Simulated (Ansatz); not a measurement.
# SnO₂: a normal mode against strain

A grid of calculations on SnO2 (P4_2/mnm, No. 136; 6 atoms in the cell), to see where the energy is lowest and how it rises around there.

Computed with Ansatz 0.2.0 (DFT PBE, scalar-relativistic, plane waves, PAW, unless a step's input says otherwise).

15 further runs of the same task are left out: 15 set aside as unsound or not needed. Runs told in other sessions of the task aren't counted.

### Step 1. The starting structure

The structure is tetragonal, space group P4_2/mnm (No. 136). The conventional cell has a = 4.828 Å, b = 4.828 Å, c = 3.238 Å, α = 90.00°, β = 90.00°, γ = 90.00°. Around Sn (site symmetry mmm) lie 6 O at 2.09 Å. O (site symmetry m2m) has 3 Sn at 2.09 Å in its first shell of neighbours.

Coordinates:

```xyz
6
Lattice="4.8278 0.0000 0.0000 0.0000 4.8278 0.0000 0.0000 0.0000 3.2379" Properties=species:S:1:pos:R:3 pbc="T T T"
Sn    2.4139    2.4139    1.6190
Sn    0.0000    0.0000    0.0000
O     1.4801    1.4804    0.0000
O     3.8940    0.9336    1.6190
O     0.9338    3.8943    1.6190
O     3.3477    3.3475    0.0000
```

It goes back to an entry of the Materials Project, which need not be the stable form.

It is the result of an earlier relaxation at this level (volume 12.58 Å³/atom; gap on the mesh: 0.68 eV).

### Step 2. Plan of the scan

The energy is mapped over a normal mode and a strain (zone-centre modes of the cell shown) (x along [1 0 0], y along [0 1 0], z along [0 0 1] of the conventional cell).

The axes are (1) amplitude of mode 4 (110 cm⁻¹), largest displacement in the unstrained cell: 7 values from −0.252 Å; (2) strain +e along z and -e/2 along x and y: 7 values from −7.00 %.

Nothing else is relaxed (the pattern is fixed in fractional coordinates). Energies count from the relaxed high-symmetry cell. Points are written as (first, second).

The modes come from a phonon run on the reference cell, made beforehand.

Displacement patterns for an amplitude of 1 (Å):

```
atom      x1      y1     z1
 Sn1   0.000   0.000  0.000
 Sn2   0.000   0.000  0.000
  O3   0.707  -0.707  0.000
  O4   0.707   0.707  0.000
  O5  -0.707  -0.707  0.000
  O6  -0.707   0.707  0.000
```

Below, 8 of the grid's runs; all are launched alike.

### Step 3. Grid point (−0.252 Å, −7.00 %)

File input.yaml:

```yaml
crystal:
  lattice:
    - [4.9967660549, 0.0, 0.0]
    - [0.0, 4.996780218, 0.0]
    - [0.0, 0.0, 3.0112483655]
  atoms:
    - { symbol: Sn, position: [0.5, 0.5, 0.5] }
    - { symbol: Sn, position: [0.0, 0.0, 0.0] }
    - { symbol: O, position: [0.2696607915, 0.3435373615, 0.0] }
    - { symbol: O, position: [0.7696607915, 0.1564626385, 0.5] }
    - { symbol: O, position: [0.2303392085, 0.8435373615, 0.5] }
    - { symbol: O, position: [0.7303392085, 0.6564626385, 0.0] }
basis:
  ecutwfc: 520.0
kpoints:
  mp_grid: { grid: [6, 6, 8] }
hamiltonian:
  xc: pbe
  pseudopotentials: { kind: paw, azcp: { folder: soft_1 } }
scf:
  occupations: { method: gaussian, width: 0.05 }
output:
  forces: true
  stress: true
  eigenvalues: true
```

On the command line:

```console
ansatz run input.yaml --threads 2 --pin off --max-ram 4096MiB --backend cpu --events-out ev --progress --plain --runs-dir out
```

What it wrote, cut to the lines that bear on the results:

```text
Warning: RAYON_NUM_THREADS=2 ignored (pool sized by the plan → 2); use --threads N
[...]
Pseudopotentials: kind: paw
Pseudopotential: Sn, paw, valence charge 14, recommended cutoff 420 eV (normal), <dir>
Pseudopotential: O, paw, valence charge 6, recommended cutoff 420 eV (normal), <dir>
Functional definition: PBE
[...]
Crystal: 6 atoms, lattice volume = 75.184 Å³
Basis set: ecut = 520 eV, 2055 PW (Γ), exchange–correlation on 80×80×48 points (8 copies of the dense FFT grid, shifted against one another)
Bands: 32, of which v1, the nominal top of the filled ones, is band 26 counted from 1 (25 counted from 0)
Symmetry: 8 space group operations
Space group: Pnnm (ITA 58), of the structure as read, at distance tolerance 4.2e-5 Å
k-points: 80 of 288
[...]
SCF iter   1: F=—  HF=-14318.311499 eV  |F-HF|=—  |Δ(HF+E_count)|=         —  Δρ=7.35e-2  dr2=3.10e0  ethr=3.10e-3  ⟨swp⟩=6.0  Hψ=12431  notcnv=0  defer=6
[...]
SCF iter   8: F=-14317.651267 eV  HF=-14317.651267 eV  |F-HF|=5.13e-9  |Δ(HF+E_count)|=   1.76e-7  Δρ=2.27e-6  dr2=3.73e-9  ethr=1.92e-10  ⟨swp⟩=10.9  Hψ=11215  notcnv=0
[...]
SCF converged after 8 iterations
Free energy (F): -14317.651267 eV
[...]
E sigma→0 (E₀):  -14317.651267 eV
Fermi energy:    9.218949 eV
[...]
--- Forces (eV/Å), atoms counted from 1 ---
  atom   1  Sn     0.00000000    -0.00000000     0.00000000
  atom   2  Sn    -0.00000000     0.00000000     0.00000000
  atom   3  O      0.18554745    -0.18617359     0.00000000
  atom   4  O      0.18554745     0.18617359     0.00000000
  atom   5  O     -0.18554745    -0.18617359    -0.00000000
  atom   6  O     -0.18554745     0.18617359    -0.00000000
[...]
--- Stress (GPa, compression-positive) ---
       -6.722654       0.000000       0.000000
        0.000000      -2.858290       0.000000
        0.000000       0.000000      19.822391
  P = ⅓ Tr σ = 3.4138 GPa (34.138 kbar)
--- Band table (eV; the first three rows and the last of 80) ---
[...]
```

It took 14 s on 2 threads of Arm Neoverse N1, shared host; peak memory 0.46 GiB.

On the map this point reads 0.512 eV.

### Step 4. Grid point (−0.084 Å, −7.00 %)

File input.yaml:

```yaml
crystal:
  lattice:
    - [4.9967660549, 0.0, 0.0]
    - [0.0, 4.996780218, 0.0]
    - [0.0, 0.0, 3.0112483655]
  atoms:
    - { symbol: Sn, position: [0.5, 0.5, 0.5] }
    - { symbol: Sn, position: [0.0, 0.0, 0.0] }
    - { symbol: O, position: [0.2942685581, 0.318932677, 0.0] }
    - { symbol: O, position: [0.7942685581, 0.181067323, 0.5] }
    - { symbol: O, position: [0.2057314419, 0.818932677, 0.5] }
    - { symbol: O, position: [0.7057314419, 0.681067323, 0.0] }
basis:
  ecutwfc: 520.0
kpoints:
  mp_grid: { grid: [6, 6, 8] }
hamiltonian:
  xc: pbe
  pseudopotentials: { kind: paw, azcp: { folder: soft_1 } }
scf:
  occupations: { method: gaussian, width: 0.05 }
output:
  forces: true
  stress: true
  eigenvalues: true
```

On the command line:

```console
ansatz run input.yaml --threads 2 --pin off --max-ram 4096MiB --backend cpu --events-out ev --progress --plain --runs-dir out
```

What it wrote, cut to the lines that bear on the results:

```text
[...]
SCF converged after 8 iterations
Free energy (F): -14317.750313 eV
[...]
E sigma→0 (E₀):  -14317.750313 eV
Fermi energy:    9.301340 eV
[...]
--- Forces (eV/Å), atoms counted from 1 ---
  atom   1  Sn     0.00000000    -0.00000000     0.00000000
  atom   2  Sn    -0.00000000     0.00000000     0.00000000
  atom   3  O     -0.10537174    -0.18229624     0.00000000
  atom   4  O     -0.10537174     0.18229624     0.00000000
  atom   5  O      0.10537174    -0.18229624    -0.00000000
  atom   6  O      0.10537174     0.18229624    -0.00000000
[...]
--- Stress (GPa, compression-positive) ---
       -2.913433       0.000000       0.000000
        0.000000      -1.640237       0.000000
        0.000000       0.000000      22.607291
  P = ⅓ Tr σ = 6.0179 GPa (60.179 kbar)
--- Band table (eV; the first three rows and the last of 80) ---
[...]
```

It took 14 s on 2 threads of Arm Neoverse N1, shared host; peak memory 0.46 GiB.

Energy on the map's scale: 0.413 eV.

### Step 5. Grid point (−0.252 Å, 7.00 %)

File input.yaml:

```yaml
crystal:
  lattice:
    - [4.6588205247, 0.0, 0.0]
    - [0.0, 4.6588337298, 0.0]
    - [0.0, 0.0, 3.4645545711]
  atoms:
    - { symbol: Sn, position: [0.5, 0.5, 0.5] }
    - { symbol: Sn, position: [0.0, 0.0, 0.0] }
    - { symbol: O, position: [0.2696607915, 0.3435373615, 0.0] }
    - { symbol: O, position: [0.7696607915, 0.1564626385, 0.5] }
    - { symbol: O, position: [0.2303392085, 0.8435373615, 0.5] }
    - { symbol: O, position: [0.7303392085, 0.6564626385, 0.0] }
basis:
  ecutwfc: 520.0
kpoints:
  mp_grid: { grid: [6, 6, 8] }
hamiltonian:
  xc: pbe
  pseudopotentials: { kind: paw, azcp: { folder: soft_1 } }
scf:
  occupations: { method: gaussian, width: 0.05 }
output:
  forces: true
  stress: true
  eigenvalues: true
```

On the command line:

```console
ansatz run input.yaml --threads 2 --pin off --max-ram 4096MiB --backend cpu --events-out ev --progress --plain --runs-dir out
```

What it wrote, cut to the lines that bear on the results:

```text
[...]
SCF converged after 8 iterations
Free energy (F): -14317.736884 eV
[...]
E sigma→0 (E₀):  -14317.736884 eV
Fermi energy:    9.021557 eV
[...]
--- Forces (eV/Å), atoms counted from 1 ---
  atom   1  Sn    -0.00000000     0.00000000    -0.00000000
  atom   2  Sn     0.00000000     0.00000000     0.00000000
  atom   3  O      0.45558186    -0.00856958    -0.00000000
  atom   4  O      0.45558186     0.00856958     0.00000000
  atom   5  O     -0.45558186    -0.00856958    -0.00000000
  atom   6  O     -0.45558186     0.00856958     0.00000000
[...]
--- Stress (GPa, compression-positive) ---
        2.162134       0.000000       0.000000
        0.000000       2.889481       0.000000
        0.000000       0.000000     -15.571315
  P = ⅓ Tr σ = -3.5066 GPa (-35.066 kbar)
--- Band table (eV; the first three rows and the last of 80) ---
[...]
```

It took 15 s on 2 threads of Arm Neoverse N1, shared host; peak memory 0.46 GiB.

Energy on the map's scale: 0.426 eV.

### Step 6. Point (0.084 Å, 0.00 %)

File input.yaml:

```yaml
crystal:
  lattice:
    - [4.8277932898, 0.0, 0.0]
    - [0.0, 4.8278069739, 0.0]
    - [0.0, 0.0, 3.2379014683]
  atoms:
    - { symbol: Sn, position: [0.5, 0.5, 0.5] }
    - { symbol: Sn, position: [0.0, 0.0, 0.0] }
    - { symbol: O, position: [0.3188763247, 0.2943279924, 0.0] }
    - { symbol: O, position: [0.8188763247, 0.2056720076, 0.5] }
    - { symbol: O, position: [0.1811236753, 0.7943279924, 0.5] }
    - { symbol: O, position: [0.6811236753, 0.7056720076, 0.0] }
basis:
  ecutwfc: 520.0
kpoints:
  mp_grid: { grid: [6, 6, 8] }
hamiltonian:
  xc: pbe
  pseudopotentials: { kind: paw, azcp: { folder: soft_1 } }
scf:
  occupations: { method: gaussian, width: 0.05 }
output:
  forces: true
  stress: true
  eigenvalues: true
```

On the command line:

```console
ansatz run input.yaml --threads 2 --pin off --max-ram 4096MiB --backend cpu --events-out ev --progress --plain --runs-dir out
```

What it wrote, cut to the lines that bear on the results:

```text
Warning: RAYON_NUM_THREADS=2 ignored (pool sized by the plan → 2); use --threads N
[...]
[... 4 set-up lines as earlier in the session ...]
[...]
Crystal: 6 atoms, lattice volume = 75.468 Å³
Basis set: ecut = 520 eV, 1973 PW (Γ), exchange–correlation on 72×72×50 points (8 copies of the dense FFT grid, shifted against one another)
Bands: 32, of which v1, the nominal top of the filled ones, is band 26 counted from 1 (25 counted from 0)
[... 2 set-up lines as earlier in the session ...]
k-points: 80 of 288
[...]
SCF iter   1: F=—  HF=-14318.836388 eV  |F-HF|=—  |Δ(HF+E_count)|=         —  Δρ=7.43e-2  dr2=3.23e0  ethr=3.10e-3  ⟨swp⟩=6.1  Hψ=12356  notcnv=0  defer=2
[...]
SCF iter   8: F=-14318.152683 eV  HF=-14318.152682 eV  |F-HF|=4.20e-9  |Δ(HF+E_count)|=   7.33e-8  Δρ=1.88e-6  dr2=2.75e-9  ethr=1.92e-10  ⟨swp⟩=10.6  Hψ=11155  notcnv=0
[...]
SCF converged after 8 iterations
Free energy (F): -14318.152683 eV
[...]
E sigma→0 (E₀):  -14318.152683 eV
Fermi energy:    9.100871 eV
[...]
--- Forces (eV/Å), atoms counted from 1 ---
  atom   1  Sn     0.00000000     0.00000000     0.00000000
  atom   2  Sn    -0.00000000     0.00000000     0.00000000
  atom   3  O     -0.03376170     0.05725979     0.00000000
  atom   4  O     -0.03376170    -0.05725979     0.00000000
  atom   5  O      0.03376170     0.05725979     0.00000000
  atom   6  O      0.03376170    -0.05725979     0.00000000
[...]
--- Stress (GPa, compression-positive) ---
        0.213511       0.000000       0.000000
        0.000000      -0.735823       0.000000
        0.000000       0.000000      -0.282860
  P = ⅓ Tr σ = -0.2684 GPa (-2.684 kbar)
--- Band table (eV; the first three rows and the last of 80) ---
[...]
```

Wall time 16 s (2 threads of Arm Neoverse N1, shared host); peak memory 0.46 GiB.

On the map this point reads 0.010 eV.

### Step 7. Grid point (−0.084 Å, 0.00 %)

File input.yaml:

```yaml
crystal:
  lattice:
    - [4.8277932898, 0.0, 0.0]
    - [0.0, 4.8278069739, 0.0]
    - [0.0, 0.0, 3.2379014683]
  atoms:
    - { symbol: Sn, position: [0.5, 0.5, 0.5] }
    - { symbol: Sn, position: [0.0, 0.0, 0.0] }
    - { symbol: O, position: [0.2942685581, 0.318932677, 0.0] }
    - { symbol: O, position: [0.7942685581, 0.181067323, 0.5] }
    - { symbol: O, position: [0.2057314419, 0.818932677, 0.5] }
    - { symbol: O, position: [0.7057314419, 0.681067323, 0.0] }
basis:
  ecutwfc: 520.0
kpoints:
  mp_grid: { grid: [6, 6, 8] }
hamiltonian:
  xc: pbe
  pseudopotentials: { kind: paw, azcp: { folder: soft_1 } }
scf:
  occupations: { method: gaussian, width: 0.05 }
output:
  forces: true
  stress: true
  eigenvalues: true
```

On the command line:

```console
ansatz run input.yaml --threads 2 --pin off --max-ram 4096MiB --backend cpu --events-out ev --progress --plain --runs-dir out
```

What it wrote, cut to the lines that bear on the results:

```text
[...]
SCF converged after 8 iterations
Free energy (F): -14318.152581 eV
[...]
E sigma→0 (E₀):  -14318.152581 eV
Fermi energy:    9.100700 eV
[...]
--- Forces (eV/Å), atoms counted from 1 ---
  atom   1  Sn     0.00000000     0.00000000     0.00000000
  atom   2  Sn     0.00000000    -0.00000000     0.00000000
  atom   3  O      0.05775608    -0.03375686     0.00000000
  atom   4  O      0.05775608     0.03375686     0.00000000
  atom   5  O     -0.05775608    -0.03375686     0.00000000
  atom   6  O     -0.05775608     0.03375686     0.00000000
[...]
--- Stress (GPa, compression-positive) ---
       -0.740614       0.000000       0.000000
        0.000000       0.212898       0.000000
        0.000000       0.000000      -0.286011
  P = ⅓ Tr σ = -0.2712 GPa (-2.712 kbar)
--- Band table (eV; the first three rows and the last of 80) ---
[...]
```

Wall time 16 s (2 threads of Arm Neoverse N1, shared host); peak memory 0.46 GiB.

On the map this point reads 0.011 eV.

### Step 8. Grid point (0.000 Å, −7.00 %)

File input.yaml:

```yaml
crystal:
  lattice:
    - [4.9967660549, 0.0, 0.0]
    - [0.0, 4.996780218, 0.0]
    - [0.0, 0.0, 3.0112483655]
  atoms:
    - { symbol: Sn, position: [0.5, 0.5, 0.5] }
    - { symbol: Sn, position: [0.0, 0.0, 0.0] }
    - { symbol: O, position: [0.3065724414, 0.3066303347, 0.0] }
    - { symbol: O, position: [0.8065724414, 0.1933696653, 0.5] }
    - { symbol: O, position: [0.1934275586, 0.8066303347, 0.5] }
    - { symbol: O, position: [0.6934275586, 0.6933696653, 0.0] }
basis:
  ecutwfc: 520.0
kpoints:
  mp_grid: { grid: [6, 6, 8] }
hamiltonian:
  xc: pbe
  pseudopotentials: { kind: paw, azcp: { folder: soft_1 } }
scf:
  occupations: { method: gaussian, width: 0.05 }
output:
  forces: true
  stress: true
  eigenvalues: true
```

On the command line:

```console
ansatz run input.yaml --threads 2 --pin off --max-ram 4096MiB --backend cpu --events-out ev --progress --plain --runs-dir out
```

What it wrote, cut to the lines that bear on the results:

```text
Warning: RAYON_NUM_THREADS=2 ignored (pool sized by the plan → 2); use --threads N
[...]
[... 4 set-up lines as earlier in the session ...]
[...]
Crystal: 6 atoms, lattice volume = 75.184 Å³
Basis set: ecut = 520 eV, 2055 PW (Γ), exchange–correlation on 80×80×48 points (8 copies of the dense FFT grid, shifted against one another)
Bands: 32, of which v1, the nominal top of the filled ones, is band 26 counted from 1 (25 counted from 0)
[... 2 set-up lines as earlier in the session ...]
k-points: 80 of 288
[...]
SCF iter   1: F=—  HF=-14318.489349 eV  |F-HF|=—  |Δ(HF+E_count)|=         —  Δρ=7.59e-2  dr2=3.37e0  ethr=3.10e-3  ⟨swp⟩=6.0  Hψ=12333  notcnv=0  defer=1
[...]
SCF iter   8: F=-14317.759406 eV  HF=-14317.759406 eV  |F-HF|=5.32e-9  |Δ(HF+E_count)|=   1.34e-7  Δρ=2.24e-6  dr2=3.79e-9  ethr=1.92e-10  ⟨swp⟩=10.7  Hψ=11121  notcnv=0
[...]
SCF converged after 8 iterations
Free energy (F): -14317.759406 eV
[...]
E sigma→0 (E₀):  -14317.759406 eV
Fermi energy:    9.316277 eV
[...]
--- Forces (eV/Å), atoms counted from 1 ---
  atom   1  Sn     0.00000000     0.00000000     0.00000000
  atom   2  Sn    -0.00000000     0.00000000     0.00000000
  atom   3  O     -0.16260433    -0.16276646     0.00000000
  atom   4  O     -0.16260433     0.16276646     0.00000000
  atom   5  O      0.16260433    -0.16276646    -0.00000000
  atom   6  O      0.16260433     0.16276646    -0.00000000
[...]
--- Stress (GPa, compression-positive) ---
       -1.938230       0.000000       0.000000
        0.000000      -1.935510       0.000000
        0.000000       0.000000      22.981382
  P = ⅓ Tr σ = 6.3692 GPa (63.692 kbar)
--- Band table (eV; the first three rows and the last of 80) ---
[...]
```

It took 15 s on 2 threads of Arm Neoverse N1, shared host; peak memory 0.46 GiB.

That is 0.404 eV from the zero.

### Step 9. Point (−0.252 Å, −4.67 %)

File input.yaml:

```yaml
crystal:
  lattice:
    - [4.9405222631, 0.0, 0.0]
    - [0.0, 4.9405362667, 0.0]
    - [0.0, 0.0, 3.0866914697]
  atoms:
    - { symbol: Sn, position: [0.5, 0.5, 0.5] }
    - { symbol: Sn, position: [0.0, 0.0, 0.0] }
    - { symbol: O, position: [0.2696607915, 0.3435373615, 0.0] }
    - { symbol: O, position: [0.7696607915, 0.1564626385, 0.5] }
    - { symbol: O, position: [0.2303392085, 0.8435373615, 0.5] }
    - { symbol: O, position: [0.7303392085, 0.6564626385, 0.0] }
basis:
  ecutwfc: 520.0
kpoints:
  mp_grid: { grid: [6, 6, 8] }
hamiltonian:
  xc: pbe
  pseudopotentials: { kind: paw, azcp: { folder: soft_1 } }
scf:
  occupations: { method: gaussian, width: 0.05 }
output:
  forces: true
  stress: true
  eigenvalues: true
```

On the command line:

```console
ansatz run input.yaml --threads 2 --pin off --max-ram 4096MiB --backend cpu --events-out ev --progress --plain --runs-dir out
```

What it wrote, cut to the lines that bear on the results:

```text
[...]
SCF converged after 8 iterations
Free energy (F): -14317.878755 eV
[...]
E sigma→0 (E₀):  -14317.878755 eV
Fermi energy:    9.153646 eV
[...]
--- Forces (eV/Å), atoms counted from 1 ---
  atom   1  Sn    -0.00000000     0.00000000    -0.00000000
  atom   2  Sn     0.00000000    -0.00000000     0.00000000
  atom   3  O      0.23835277    -0.15373164     0.00000000
  atom   4  O      0.23835277     0.15373164     0.00000000
  atom   5  O     -0.23835277    -0.15373164    -0.00000000
  atom   6  O     -0.23835277     0.15373164    -0.00000000
[...]
--- Stress (GPa, compression-positive) ---
       -5.938211       0.000000       0.000000
        0.000000      -2.407874       0.000000
        0.000000       0.000000      11.251037
  P = ⅓ Tr σ = 0.9683 GPa (9.683 kbar)
--- Band table (eV; the first three rows and the last of 80) ---
[...]
```

Wall time 15 s (2 threads of Arm Neoverse N1, shared host); peak memory 0.47 GiB.

On the map this point reads 0.284 eV.

### Step 10. Point (−0.252 Å, 4.67 %)

Edit input.yaml of step 9 so:

```diff
@@ -2,5 +2,5 @@
   lattice:
-    - [4.9405222631, 0.0, 0.0]
-    - [0.0, 4.9405362667, 0.0]
-    - [0.0, 0.0, 3.0866914697]
+    - [4.7150643165, 0.0, 0.0]
+    - [0.0, 4.7150776811, 0.0]
+    - [0.0, 0.0, 3.3891114669]
   atoms:
```

On the command line:

```console
ansatz run input.yaml --threads 2 --pin off --max-ram 4096MiB --backend cpu --events-out ev --progress --plain --runs-dir out
```

What it wrote, cut to the lines that bear on the results:

```text
[...]
SCF converged after 8 iterations
Free energy (F): -14317.898415 eV
[...]
E sigma→0 (E₀):  -14317.898415 eV
Fermi energy:    9.015856 eV
[...]
--- Forces (eV/Å), atoms counted from 1 ---
  atom   1  Sn     0.00000000     0.00000000     0.00000000
  atom   2  Sn     0.00000000    -0.00000000     0.00000000
  atom   3  O      0.40016875    -0.05020179     0.00000000
  atom   4  O      0.40016875     0.05020179     0.00000000
  atom   5  O     -0.40016875    -0.05020179     0.00000000
  atom   6  O     -0.40016875     0.05020179     0.00000000
[...]
--- Stress (GPa, compression-positive) ---
        0.006391       0.000000       0.000000
        0.000000       1.330034       0.000000
        0.000000       0.000000     -12.104493
  P = ⅓ Tr σ = -3.5894 GPa (-35.894 kbar)
--- Band table (eV; the first three rows and the last of 80) ---
[...]
```

Wall time 16 s (2 threads of Arm Neoverse N1, shared host); peak memory 0.46 GiB.

That is 0.265 eV from the zero.

### Step 11. All points together

49 points were computed. Energies in eV, from the relaxed high-symmetry cell:

```tsv
strain +e along z and -e/2 along x and y (%) ↓, amplitude of mode 4 (110 cm⁻¹), largest displacement in the unstrained cell (Å) →	−0.252	−0.168	−0.084	0.000	0.084	0.168	0.252
7.00	0.426	0.347	0.310	0.299	0.310	0.347	0.426
4.67	0.265	0.187	0.150	0.139	0.150	0.187	0.264
2.33	0.160	0.084	0.047	0.036	0.047	0.083	0.159
0.00	0.121	0.047	0.011	0.000	0.010	0.046	0.121
−2.33	0.158	0.085	0.050	0.040	0.050	0.085	0.158
−4.67	0.284	0.214	0.180	0.170	0.180	0.213	0.284
−7.00	0.512	0.444	0.413	0.404	0.413	0.444	0.511
```

On the same grid, largest force on an atom (eV/Å):

| strain +e along z and -e/2 along x and y (%) ↓, amplitude of mode 4 (110 cm⁻¹), largest displacement in the unstrained cell (Å) → | −0.252 | −0.168 | −0.084 | 0.000 | 0.084 | 0.168 | 0.252 |
| --- | --- | --- | --- | --- | --- | --- | --- |
| 7.00 | 0.46 | 0.31 | 0.24 | 0.23 | 0.24 | 0.31 | 0.45 |
| 4.67 | 0.40 | 0.25 | 0.16 | 0.14 | 0.16 | 0.25 | 0.40 |
| 2.33 | 0.36 | 0.20 | 0.10 | 0.07 | 0.10 | 0.20 | 0.36 |
| 0.00 | 0.34 | 0.17 | 0.07 | 0.00 | 0.07 | 0.17 | 0.33 |
| −2.33 | 0.31 | 0.15 | 0.08 | 0.07 | 0.08 | 0.15 | 0.31 |
| −4.67 | 0.28 | 0.15 | 0.13 | 0.14 | 0.13 | 0.15 | 0.28 |
| −7.00 | 0.26 | 0.18 | 0.21 | 0.23 | 0.21 | 0.18 | 0.26 |

### Step 12. Outcome

| quantity | value |
| --- | --- |
| lowest point | (0.000 Å, 0.00 %), 0.000 eV |
| highest computed point | (−0.252 Å, −7.00 %), 0.512 eV above the lowest |
| largest force on an atom (eV/Å) | 0.00 at (0.000 Å, 0.00 %) to 0.46 at (−0.252 Å, 7.00 %); 0.00 at the lowest point |
| time for all points | 14 min on 2 threads, shared host |

What this shows: The lowest computed point is at (0.000 Å, 0.00 %), which is the relaxed high-symmetry cell itself. The grid shows no well of another kind. The highest computed point, (−0.252 Å, −7.00 %), lies 0.512 eV above the lowest. Round the minimum the two coordinates are nearly uncoupled.
